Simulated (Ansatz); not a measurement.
# KF: the cell at several levels of theory

One table from this session's results is given with a row withheld; the runs are named, their logs left out.

The runs shown are made with Ansatz 0.2.0. PAW datasets, plane waves, zero pressure. (Calculated; spin-unpolarised; the phase may be known or hypothetical.)

## Starting point

This is the cell as the run starts from it, not yet at rest; its lengths are not the crystal's.

Space group P6_3/mmc (No. 194), hexagonal; conventional cell a = 3.494 Å, c = 5.694 Å, 15.05 Å³ an atom. Around K lie 6 F at 2.47 Å; around F lie 6 K at 2.47 Å.

Coordinates:

```
K F
1.0
     3.49355    0.00000    0.00000
    -1.74677    3.02550    0.00000
     0.00000    0.00000    5.69448
K F
2 2
Direct
  0.00000 0.00000 0.00000
  0.00000 0.00000 0.50000
  0.33333 0.66667 0.25000
  0.66667 0.33333 0.75000
```

The first run:

input.yaml

```yaml
crystal:
  lattice:
    - [3.49354572, 0.0, 0.0]
    - [-1.74677286, 3.0254993428, 0.0]
    - [0.0, 0.0, 5.6944795236]
  atoms:
    - { symbol: K, position: [0.0, 0.0, 0.0] }
    - { symbol: K, position: [0.0, 0.0, 0.5] }
    - { symbol: F, position: [0.3333333333, 0.6666666667, 0.25] }
    - { symbol: F, position: [0.6666666667, 0.3333333333, 0.75] }
kpoints:
  mp_grid: { grid: [12, 12, 4] }
hamiltonian:
  xc: pbe
scf:
  occupations: { method: fermi_dirac, width: 0.02 }
relax:
  f_tol: 0.005
  cell: {}
```

On the command line:

```bash
ansatz run input.yaml --threads 2 --pin off --max-ram 2211MiB --backend cpu --events-out ev --progress --plain --runs-dir out
```

Steps of the session up to this table: Relaxation with PBE; r2SCAN: cell and atoms; Relaxation with PBEsol; Relaxing with LDA; Relaxing with HSE06.

One of the session's tables, all rows but one given; the rest of the session is left out.

| level | a (Å) | c (Å) | volume (Å³/atom) |
| --- | --- | --- | --- |
| PBE | ? | ? | ? |
| r2SCAN | 3.660 | 6.479 | 18.789 |
| PBEsol | 3.656 | 6.462 | 18.699 |
| LDA | 3.554 | 6.289 | 17.200 |
| HSE06 | 3.703 | 6.534 | 19.394 |

Q: Estimate the row for PBE from the others.

**Answer.** a (Å): 3.740; c (Å): 6.595; volume (Å³/atom): 19.969. In the column «a (Å)» it is the highest.

The first relaxation changed the volume by +32.7 % from the start. The volume runs from LDA (least) to PBE (most), a spread of 16.1 %, or 5.1 % in length if all axes shared it alike. The meshes differ: PBE 12×12×4, r2SCAN 12×12×4, PBEsol 12×12×4, LDA 12×12×4, HSE06 6×6×4.
